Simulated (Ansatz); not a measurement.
SrF₂:
```
SrF2
1.0
    0.00000     2.92867     2.92867
    2.92867     0.00000     2.92867
    2.92867     2.92867     0.00000
Sr F
1 2
Direct
  0.00000   0.00000   0.00000
  0.25000   0.25000   0.25000
  0.75000   0.75000   0.75000
```

Cartesian axes are those of the cell as given.

Problem. Give the high-frequency dielectric tensor and the Born effective charge tensors of the independent atoms from DFPT, plane-wave PAW PBE (Ansatz code).

Solution. 
ε∞:
```
2.22  0.00  0.00
0.00  2.22  0.00
0.00  0.00  2.22
```
Z* of atom 1 (Sr), rows: field, columns: displacement, in e:
```
2.41  0.00  0.00
0.00  2.41  0.00
0.00  0.00  2.41
```
Z* of atom 2 (F), rows: field, columns: displacement, in e:
```
-1.20   0.00   0.00
 0.00  -1.20   0.00
 0.00   0.00  -1.20
```

Static charges for comparison (Bader): Sr1 +1.70, F2 -0.85 e. Born charges measure polarisation by displacement and can exceed these by far.

Space group Fm-3m (fluorite). Symmetry was held in the PBE relaxation. Spin–orbit coupling is left out wherever it is not named.

Potentials: the later of the program's two PAW sets.
